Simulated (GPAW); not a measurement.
# InP: band structure with PBEsol

**Experimental background.**

From a printed reference work, data compilation, for a bulk crystal of InP at 1.6 K: band gap 1.4236 eV (direct).

InP:

```
In P
1.0
     0.00000    2.93050    2.93050
     2.93050    0.00000    2.93050
     2.93050    2.93050    0.00000
In P
1 1
Direct
  0.00000 0.00000 0.00000
  0.75000 0.75000 0.75000
```

* Program: GPAW 26.7.0
* Task: band structure
* Functional: PBEsol
* Potentials or basis: PAW data sets generated in the run's folder for this functional
* Cutoff: 600 eV
* Basis: pw
* k mesh: 8 × 8 × 8
* Occupations: fermi-dirac, width 0.05 eV
* Spin: no spin polarisation
* Maxiter: 150
* Band path: GXWKGLUWLK,UX
* Band points: 80

- Pressure: 0.4 GPa
- Band gap on the k mesh: 0.61 eV, direct
- Band gap along the path: 0.61 eV, direct

Levels at the corners of the path, in eV from the valence-band top:
| point | band 6 | band 7 | band 8 | band 9 | band 10 | band 11 | band 12 | band 13 |
| --- | --- | --- | --- | --- | --- | --- | --- | --- |
| Γ | -11.55 | 0.00 | 0.00 | 0.00 | 0.61 | 3.99 | 3.99 | 3.99 |
| X | -9.13 | -5.81 | -2.37 | -2.37 | 1.63 | 2.17 | 9.09 | 9.50 |
| W | -9.05 | -5.66 | -3.01 | -2.98 | 4.20 | 4.34 | 5.46 | 6.07 |
| K | -9.14 | -5.67 | -3.37 | -1.98 | 2.25 | 4.31 | 7.42 | 7.43 |
| Γ | -11.55 | 0.00 | 0.00 | 0.00 | 0.61 | 3.99 | 3.99 | 3.99 |
| L | -9.79 | -5.80 | -0.99 | -0.99 | 1.40 | 4.72 | 4.72 | 6.95 |
| U | -9.14 | -5.67 | -3.37 | -1.98 | 2.25 | 4.31 | 7.42 | 7.43 |
| W | -9.05 | -5.66 | -3.01 | -2.98 | 4.20 | 4.34 | 5.46 | 6.07 |
| L | -9.79 | -5.80 | -0.99 | -0.99 | 1.40 | 4.72 | 4.72 | 6.95 |
| K | -9.14 | -5.67 | -3.37 | -1.98 | 2.25 | 4.31 | 7.42 | 7.43 |
| U | -9.14 | -5.67 | -3.37 | -1.98 | 2.25 | 4.31 | 7.42 | 7.43 |
| X | -9.13 | -5.81 | -2.37 | -2.37 | 1.63 | 2.17 | 9.09 | 9.50 |

It took 57 s on 1 thread of Arm Neoverse V1, on a shared host, peak memory 0.27 GiB.

A measured gap of InP is 1.4236 eV (direct; 1.6 K; a printed reference work, data compilation); the calculated 0.61 eV misses it by -0.81 eV. Spin-orbit coupling on In is left out. The value is that of PBEsol, without temperature or zero-point motion. Semilocal functionals fall short of measured gaps as a rule.

Caveat: spin-orbit coupling is left out, which moves the levels of the heavy elements.
